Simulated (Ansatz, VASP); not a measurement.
Two plane-wave programs on Zn

```
Zn
1.0
     0.00000    2.94012    2.94012
     2.94012    0.00000    2.94012
     2.94012    2.94012    0.00000
Zn
2
Direct
  0.50000 0.50000 0.50000
  0.75000 0.75000 0.75000
```

Alike in both runs: functional PBE; k mesh 6 × 6 × 6; occupations gaussian, width 0.1 eV; no spin polarisation.

Ansatz relaxed the structure, and its values are those at the end. VASP's run is a single point on that final structure, the one shown.

```csv
,VASP,Ansatz
version,VASP 6.6.1,Ansatz 0.2.0
potentials or method,"VASP PAW PBE potentials, release 64 (Zn)","scalar-relativistic, plane waves, PAW"
plane-wave cutoff (eV),520,420
valence electrons in the cell,24,24
```

VASP gave:

| Item | Value |
| --- | --- |
| gap on the k mesh at the Fermi level (eV) | none |
| pressure (GPa) | 0.2 |

Task: What did Ansatz give for the same quantities?

Result: gap on the k mesh at the Fermi level (eV): none; pressure (GPa): 0.1.

A gap of «none» marks a metal or a gap that the smearing closes.
